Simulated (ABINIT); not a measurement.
**CdS (Hawleyite): one start, several treatments of the self-energy**

Wanted: the gap of CdS (Hawleyite) under several approximations, with cost.

Calculated with ABINIT 10.8.3; PBE and many-body steps on it, plane waves.

**What was measured.**

- Gap 2.42 eV: optical gap from inflexion point of photoacoustic spectrum, as-grown film; photoacoustic spectroscopy; film (as-grown chemical bath deposited film, about 0.25 um thick, deposited at 80 C) (“Study of the band--gap shift in CdS films: Influence of thermal annealing in different atmospheres”, 1995, arxiv:cond-mat/9501125).

**1. The structure**

Symmetry: F-43m, No. 216, cubic system. The conventional cell has a = 5.833 Å, b = 5.833 Å, c = 5.833 Å, α = 90.00°, β = 90.00°, γ = 90.00°. Cd has 4 S at 2.53 Å nearest. Nearest to S lie 4 Cd at 2.53 Å. Farther neighbours and most contacts between anions are not listed.

The cell and positions come from the Crystallography Open Database and are kept as given unless a step says otherwise.

**2. Empty states on the mesh, 4×4×4 mesh, 169 bands**

This step: ABINIT 10.8.3; DFT, PBE, plane waves, norm-conserving pseudopotentials.

The sums over transitions need many empty states on a uniform mesh; this step solves for them.

run.abi

```
acell 3*1.0 Angstrom
rprim 
  -0.000000000000 2.916500000000 2.916500000000
  2.916500000000 -0.000000000000 2.916500000000
  2.916500000000 2.916500000000 -0.000000000000
ntypat 2
znucl 48 16
natom 2
typat 1 2
xred 
  0.000000000000 0.000000000000 0.000000000000
  0.250000000000 0.250000000000 0.250000000000
pp_dirpath "pseudos"
pseudos "Cd.upf, S.upf"
ecut 47
ngkpt 4 4 4
nshiftk 1
shiftk 0 0 0
kptopt 1
chksymbreak 0
irdden 1
istwfk *1
nband 169
prtvol 0
optdriver 6
gwr_task "HDIAGO"
paral_kgb 0
occopt 1
indata_prefix "in"
outdata_prefix "out"
tmpdata_prefix "tmp"
```

The run is started by

```bash
> OMP_NUM_THREADS=1 mpirun -n 8 abinit run.abi > log
```

Log:

```text
.Version 10.8.3 of ABINIT. v10.8.2 released Aug 2026.

 Symmetries : space group F-4 3 m (#216); Bravais cF (face-center cubic)
[... echo of the input left out ...]
== DATASET  1 ==================================================================
-   mpi_nproc: 8, omp_nthreads: 1 (-1 if OMP is not activated)

--- !DatasetInfo
iteration_state: {dtset: 1, }
dimensions: {natom: 2, nkpt: 8, mband: 169, nsppol: 1, nspinor: 1, nspden: 1, mpw: 5180, }
cutoff_energies: {ecut:  47.0, pawecutdg:  -1.0, }
[...]
Direct band gap semiconductor
 Fundamental gap:     1.145 (eV)
   VBM:     4.366 (eV) at k: [ 0.0000E+00,  0.0000E+00,  0.0000E+00]
   CBM:     5.511 (eV) at k: [ 0.0000E+00,  0.0000E+00,  0.0000E+00]
 Direct gap:         1.145 (eV) at k: [ 0.0000E+00,  0.0000E+00,  0.0000E+00]

== END DATASET(S) ==============================================================
================================================================================

 -outvars: echo values of variables after computation  --------
           etotal      0.0000000000E+00
            nband         169
             nkpt           8
          spgroup         216
 [... the other variables as echoed above ...]

 Calculation completed.
```

Elapsed: 2.2 min, on 8 MPI ranks of AMD EPYC 7R43, shared host; peak memory 12 GiB; 16 min of CPU time.

This step gave:

| Property | Result |
| --- | --- |
| gap | 1.145 eV |
| k of the valence top | 0, 0, 0 |
| k of the conduction bottom | 0, 0, 0 |
| least direct gap | 1.145 eV |
| k points computed | 8 |
| lowest point of the top converged band, above the valence top | 109.9333 eV |

On this mesh the gap is 1.145 eV.

The density comes from a self-consistent run that is not shown.

**3. Screening, 4×4×4 mesh, 161 bands, screening to 190.5 eV**

The RPA dielectric matrix is built and inverted for each q.

This step: RPA screening on PBE, plane waves, norm-conserving pseudopotentials.

Changes to run.abi since step 2:

```diff
@@ -20,10 +20,11 @@
 chksymbreak 0
-irdden 1
 istwfk *1
-nband 169
-prtvol 0
-optdriver 6
-gwr_task "HDIAGO"
-paral_kgb 0
 occopt 1
+irdwfk 1
+optdriver 3
+nband 161
+ecuteps 7
+inclvkb 2
+awtr 1
+symchi 1
 indata_prefix "in"
```

Log:

```text
.Version 10.8.3 of ABINIT. v10.8.2 released Aug 2026.

 Symmetries : space group F-4 3 m (#216); Bravais cF (face-center cubic)
[... echo of the input left out ...]
== DATASET  1 ==================================================================
-   mpi_nproc: 8, omp_nthreads: 1 (-1 if OMP is not activated)

--- !DatasetInfo
iteration_state: {dtset: 1, }
dimensions: {natom: 2, nkpt: 8, mband: 161, nsppol: 1, nspinor: 1, nspden: 1, mpw: 5180, }
cutoff_energies: {ecut:  47.0, pawecutdg:  -1.0, }
electrons: {nelect:   2.60000000E+01, charge:   0.00000000E+00, occopt:   1.00000000E+00, tsmear:   1.00000000E-02, }

 SCREENING: Calculation of the susceptibility and dielectric matrices

 Based on a program developped by R.W. Godby, V. Olevano, G. Onida, and L. Reining.
 Incorporated in ABINIT by V. Olevano, G.-M. Rignanese, and M. Torrent.
.Using double precision arithmetic ; gwpc =  8

[... cell and pseudopotentials left out ...]
--------------------------------------------------------------------------------

 ==== K-mesh for the wavefunctions ====
 Number of points in the irreducible wedge :     8
[... list of points left out ...]
 Together with 24 symmetry operations and time-reversal symmetry
 yields    64 points in the full Brillouin Zone.

 ==== Q-mesh for the screening function ====
 Number of points in the irreducible wedge :     8
[... list of points left out ...]
 Together with 24 symmetry operations and time-reversal symmetry
 yields    64 points in the full Brillouin Zone.

 setmesh: FFT mesh size selected  =    36x   36x   36
          total number of points  =        46656

 vcoul_init : cutoff-mode = AUXILIARY_FUNCTION
 q-points for optical limit:   1
     1)      0.000010    0.000020    0.000030

- screening: taking advantage of time-reversal symmetry
- Maximum band index for partially occupied states nbvw = 13
- Remaining bands to be divided among processors   nbcw = 148
- Number of bands treated by each node ~18

 Number of electrons calculated from density =   26.0000; Expected =   26.0000
 average of density, n =  0.077653
 r_s =    1.4541
 omega_plasma =   26.8804 [eV]

 calculating chi0 at frequencies [eV] :
  1    0.000000E+00    0.000000E+00
  2    0.000000E+00    2.688042E+01

--------------------------------------------------------------------------------
  q-point number  1        q = ( 0.000000, 0.000000, 0.000000) [r.l.u.]
--------------------------------------------------------------------------------
[... chi0 elements left out ...]
 For q-point:  0.000010 0.000020 0.000030
  dielectric constant =  11.0699
  dielectric constant without local fields =  11.7800

  Average fulfillment of the sum rule on Im[epsilon] for q-point    1 :     74.73  [%]
[... wings left out ...]
  q-point number  2        q = ( 0.250000, 0.000000, 0.000000) [r.l.u.]
--------------------------------------------------------------------------------
[... chi0 elements left out ...]
  Average fulfillment of the sum rule on Im[epsilon] for q-point    2 :     84.05  [%]

 [... 6 further q-points ...]
```

The job ended after 80 s (8 MPI ranks; peak memory 2.5 GiB; 10 min of CPU time).

Numbers from this step:

```yaml
eps_infinity_with_local_fields_on_this_mesh_along_the_program_s_q_direction: 11.07
the_same_without_local_fields: 11.78
plasma_frequency: 26.88 eV
plane_waves_in_the_screening_matrix: 307
```

Local fields lower ε∞ by 6 %. On a Γ-centred mesh this coarse the value itself is usually too large, while a short band sum pulls it down.

**4. G0W0, Godby-Needs plasmon pole**

The self-energy is evaluated for the states that the input lists, and the levels follow from it, in one-shot runs by the linearised quasiparticle equation.

This step: G0W0 on PBE, plane waves, norm-conserving pseudopotentials.

Changes to run.abi since step 3:

```diff
@@ -23,8 +23,15 @@
 irdwfk 1
-optdriver 3
+optdriver 4
 nband 161
+gwcalctyp 0
+ecutsigx 47
+symsigma 1
+nkptgw 1
+kptgw 
+  0.0000000000 0.0000000000 0.0000000000
+bdgw 
+  11 17
 ecuteps 7
-inclvkb 2
-awtr 1
-symchi 1
+irdscr 1
+ppmodel 1
 indata_prefix "in"
```

Log:

```text
.Version 10.8.3 of ABINIT. v10.8.2 released Aug 2026.

 Symmetries : space group F-4 3 m (#216); Bravais cF (face-center cubic)
[... echo of the input left out ...]
== DATASET  1 ==================================================================
-   mpi_nproc: 8, omp_nthreads: 1 (-1 if OMP is not activated)

--- !DatasetInfo
iteration_state: {dtset: 1, }
dimensions: {natom: 2, nkpt: 8, mband: 161, nsppol: 1, nspinor: 1, nspden: 1, mpw: 5180, }
cutoff_energies: {ecut:  47.0, pawecutdg:  -1.0, }
electrons: {nelect:   2.60000000E+01, charge:   0.00000000E+00, occopt:   1.00000000E+00, tsmear:   1.00000000E-02, }

 SIGMA: Calculation of the GW corrections

 Based on a program developped by R.W. Godby, V. Olevano, G. Onida, and L. Reining.
 Incorporated in ABINIT by V. Olevano, G.-M. Rignanese, and M. Torrent.
.Using double precision arithmetic ; gwpc =  8

[... cell and pseudopotentials left out ...]
--------------------------------------------------------------------------------

 ==== K-mesh for the wavefunctions ====
 Number of points in the irreducible wedge :     8
[... list of points left out ...]
 Together with 24 symmetry operations and time-reversal symmetry
 yields    64 points in the full Brillouin Zone.

 ==== Q-mesh for screening function ====
 Number of points in the irreducible wedge :     8
[... list of points left out ...]
 Together with 24 symmetry operations and time-reversal symmetry
 yields    64 points in the full Brillouin Zone.

 vcoul_init : cutoff-mode = AUXILIARY_FUNCTION
 q-points for optical limit:   1
     1)      0.000010    0.000020    0.000030
 setmesh: FFT mesh size selected  =    50x   50x   50
          total number of points  =       125000

 Number of electrons calculated from density =   26.0000; Expected =   26.0000
 average of density, n =  0.077653
 r_s =    1.4541
 omega_plasma =   26.8804 [eV]

 === KS Band Gaps ===
  >>>> For spin  1
   Minimum direct gap =   1.1447 [eV], located at k-point      :   0.0000  0.0000  0.0000
   Fundamental gap    =   1.1447 [eV], Top of valence bands at :   0.0000  0.0000  0.0000
                                       Bottom of conduction at :   0.0000  0.0000  0.0000
 SIGMA fundamental parameters:
 PLASMON POLE MODEL  1
 number of plane-waves for SigmaX                 5065
 number of plane-waves for SigmaC and W            307
 number of plane-waves for wavefunctions          5065
 number of bands                                   161
 number of independent spin polarizations            1
 number of spinorial components                      1
 number of k-points in IBZ                           8
 number of q-points in IBZ                           8
 number of symmetry operations                      24
 number of k-points in BZ                           64
 number of q-points in BZ                           64
 number of frequencies for dSigma/dE                 9
 frequency step for dSigma/dE [eV]                0.25
 number of omega for Sigma on real axis              0
 max omega for Sigma on real axis  [eV]           0.00
 zcut for avoiding poles [eV]                     0.10

 EPSILON^-1 parameters (SCR file):
 dimension of the eps^-1 matrix on file            307
 dimension of the eps^-1 matrix used               307
 number of plane-waves for wavefunctions          5065
 number of bands                                   161
 number of q-points in IBZ                           8
 number of frequencies                               2
 number of real frequencies                          1
 number of imag frequencies                          1

 matrix elements of self-energy operator (all in [eV])

 Perturbative Calculation

--- !SelfEnergy_ee
iteration_state: {dtset: 1, }
kpoint     : [   0.000,    0.000,    0.000, ]
spin       : 1
KS_gap     :    1.145
QP_gap     :    2.109
Delta_QP_KS:    0.964
data: !SigmaeeData |
     Band     E0 <VxcDFT>   SigX SigC(E0)      Z dSigC/dE  Sig(E)    E-E0       E
       11   4.366 -15.389 -18.420   1.949   0.781  -0.281 -16.234  -0.844   3.522
       12   4.366 -15.389 -18.420   1.949   0.781  -0.281 -16.234  -0.844   3.522
       13   4.366 -15.389 -18.420   1.949   0.781  -0.281 -16.234  -0.844   3.522
       14   5.511 -10.636  -6.668  -3.820   0.812  -0.231 -10.516   0.120   5.631
       15  10.897 -10.642  -5.801  -4.386   0.810  -0.234 -10.273   0.369  11.266
       16  10.897 -10.642  -5.801  -4.386   0.810  -0.234 -10.273   0.369  11.266
       17  10.897 -10.642  -5.801  -4.386   0.810  -0.234 -10.273   0.369  11.266

== END DATASET(S) ==============================================================
================================================================================

 -outvars: echo values of variables after computation  --------
           etotal      0.0000000000E+00
            nband         161
             nkpt           8
          spgroup         216
 [... the other variables as echoed above ...]

 Calculation completed.
```

Run time: 13 s. Hardware: 8 MPI ranks; peak memory 2.2 GiB.

Numbers from this step:

```yaml
g0w0_gap_on_the_points_computed: 2.109 eV
starting_gap_on_the_mesh: 1.145 eV
k_of_the_valence_top: 0, 0, 0
k_of_the_conduction_bottom: 0, 0, 0
z_at_the_valence_top: 0.781
z_at_the_conduction_bottom: 0.812
least_direct_g0w0_gap_on_the_computed_points: 2.109 eV
```

The gap on the mesh goes from 1.14 eV to 2.11 eV, a correction of +0.96 eV.

**5. G0W0, Hybertsen-Louie plasmon pole**

Changes to run.abi since step 4:

```diff
@@ -35,3 +35,3 @@
 irdscr 1
-ppmodel 1
+ppmodel 2
 indata_prefix "in"
```

Log:

```text
.Version 10.8.3 of ABINIT. v10.8.2 released Aug 2026.

 Symmetries : space group F-4 3 m (#216); Bravais cF (face-center cubic)
[... echo of the input left out ...]
== DATASET  1 ==================================================================
-   mpi_nproc: 8, omp_nthreads: 1 (-1 if OMP is not activated)

--- !DatasetInfo
iteration_state: {dtset: 1, }
dimensions: {natom: 2, nkpt: 8, mband: 161, nsppol: 1, nspinor: 1, nspden: 1, mpw: 5180, }
cutoff_energies: {ecut:  47.0, pawecutdg:  -1.0, }
electrons: {nelect:   2.60000000E+01, charge:   0.00000000E+00, occopt:   1.00000000E+00, tsmear:   1.00000000E-02, }

 SIGMA: Calculation of the GW corrections

 Based on a program developped by R.W. Godby, V. Olevano, G. Onida, and L. Reining.
 Incorporated in ABINIT by V. Olevano, G.-M. Rignanese, and M. Torrent.
.Using double precision arithmetic ; gwpc =  8

[... cell and pseudopotentials left out ...]
--------------------------------------------------------------------------------

 ==== K-mesh for the wavefunctions ====
 Number of points in the irreducible wedge :     8
[... list of points left out ...]
 Together with 24 symmetry operations and time-reversal symmetry
 yields    64 points in the full Brillouin Zone.

 ==== Q-mesh for screening function ====
 Number of points in the irreducible wedge :     8
[... list of points left out ...]
 Together with 24 symmetry operations and time-reversal symmetry
 yields    64 points in the full Brillouin Zone.

 vcoul_init : cutoff-mode = AUXILIARY_FUNCTION
 q-points for optical limit:   1
     1)      0.000010    0.000020    0.000030
 setmesh: FFT mesh size selected  =    50x   50x   50
          total number of points  =       125000

 Number of electrons calculated from density =   26.0000; Expected =   26.0000
[...]
number of q-points in BZ                           64
 number of frequencies for dSigma/dE                 9
 frequency step for dSigma/dE [eV]                0.25
 number of omega for Sigma on real axis              0
 max omega for Sigma on real axis  [eV]           0.00
 zcut for avoiding poles [eV]                     0.10

 EPSILON^-1 parameters (SCR file):
 dimension of the eps^-1 matrix on file            307
 dimension of the eps^-1 matrix used               307
 number of plane-waves for wavefunctions          5065
 number of bands                                   161
 number of q-points in IBZ                           8
 number of frequencies                               2
 number of real frequencies                          1
 number of imag frequencies                          1

 matrix elements of self-energy operator (all in [eV])

 Perturbative Calculation

--- !SelfEnergy_ee
iteration_state: {dtset: 1, }
kpoint     : [   0.000,    0.000,    0.000, ]
spin       : 1
KS_gap     :    1.145
QP_gap     :    2.294
Delta_QP_KS:    1.150
data: !SigmaeeData |
     Band     E0 <VxcDFT>   SigX SigC(E0)      Z dSigC/dE  Sig(E)    E-E0       E
       11   4.366 -15.389 -18.420   1.374   0.848  -0.179 -16.794  -1.405   2.961
       12   4.366 -15.389 -18.420   1.374   0.848  -0.179 -16.794  -1.405   2.961
       13   4.366 -15.389 -18.420   1.374   0.848  -0.179 -16.794  -1.405   2.961
       14   5.511 -10.636  -6.668  -4.264   0.864  -0.158 -10.892  -0.255   5.256
       15  10.897 -10.642  -5.801  -4.762   0.863  -0.159 -10.574   0.068  10.966
       16  10.897 -10.642  -5.801  -4.762   0.863  -0.159 -10.574   0.068  10.966
       17  10.897 -10.642  -5.801  -4.762   0.863  -0.159 -10.574   0.068  10.966

== END DATASET(S) ==============================================================
================================================================================

 -outvars: echo values of variables after computation  --------
           etotal      0.0000000000E+00
            nband         161
             nkpt           8
          spgroup         216
 [... the other variables as echoed above ...]

 Calculation completed.
```

The job ended after 13 s (8 MPI ranks; peak memory 2.1 GiB).

Numbers from this step:

| Item | Value |
| --- | --- |
| G0W0 gap on the points computed | 2.295 eV |
| starting gap on the mesh | 1.145 eV |
| k of the valence top | 0, 0, 0 |
| k of the conduction bottom | 0, 0, 0 |
| Z at the valence top | 0.848 |
| Z at the conduction bottom | 0.864 |
| least direct G0W0 gap on the computed points | 2.295 eV |

Against G0W0 in ABINIT (4×4×4 mesh, 161 bands, screening to 190.5 eV, Godby-Needs plasmon pole), the gap moves by +0.186 eV.

**6. G0W0, von der Linden-Horsch plasmon pole**

Changes to run.abi since step 5:

```diff
@@ -35,3 +35,3 @@
 irdscr 1
-ppmodel 2
+ppmodel 3
 indata_prefix "in"
```

Log:

```text
.Version 10.8.3 of ABINIT. v10.8.2 released Aug 2026.

 Symmetries : space group F-4 3 m (#216); Bravais cF (face-center cubic)
[... echo of the input left out ...]
== DATASET  1 ==================================================================
-   mpi_nproc: 8, omp_nthreads: 1 (-1 if OMP is not activated)

--- !DatasetInfo
iteration_state: {dtset: 1, }
dimensions: {natom: 2, nkpt: 8, mband: 161, nsppol: 1, nspinor: 1, nspden: 1, mpw: 5180, }
cutoff_energies: {ecut:  47.0, pawecutdg:  -1.0, }
[...]
15  10.897 -10.642  -5.801  -4.891   0.877  -0.141 -10.686  -0.043  10.854
       16  10.897 -10.642  -5.801  -4.891   0.877  -0.141 -10.686  -0.043  10.854
       17  10.897 -10.642  -5.801  -4.891   0.877  -0.141 -10.686  -0.043  10.854

== END DATASET(S) ==============================================================
================================================================================

 -outvars: echo values of variables after computation  --------
           etotal      0.0000000000E+00
            nband         161
             nkpt           8
          spgroup         216
 [... the other variables as echoed above ...]

 Calculation completed.
```

Wall time 9.8 s (8 MPI ranks); peak memory 2 GiB; 75 s of CPU time.

This step gave:

| Item | Value |
| --- | --- |
| G0W0 gap on the points computed | 2.102 eV |
| starting gap on the mesh | 1.145 eV |
| k of the valence top | 0, 0, 0 |
| k of the conduction bottom | 0, 0, 0 |
| least direct G0W0 gap on the computed points | 2.102 eV |

Against G0W0 in ABINIT (4×4×4 mesh, 161 bands, screening to 190.5 eV, Godby-Needs plasmon pole), the gap moves by −0.007 eV.

[end of part 1 of 2]

[Paths, hosts, dates, memory and timing lines, banners, echoed tables and standing remarks are left out of the program output.]

[Logs are printed without paths, hosts, clocks, repeated set-up lines and the standing remarks that a program may print on its own settings, such as how far it seeks lower states.]

[Runs of the session that timed out or met a known fault of the program may be left out.]

[Hosts, paths, dates, database ids (printed as entryN), source tags and the programs' standing remarks are cut or masked in the printed files.]

[G0W0 gaps are taken among the corrected bands and points alone; a level outside them can change the order at an edge.]

[Where Ansatz stands beside ABINIT at settings called matched, ABINIT's density can come from a denser mesh and the files from another edition; pairs whose starting gaps differed by over 0.03 eV were left out, so agreement reads better than it is.]
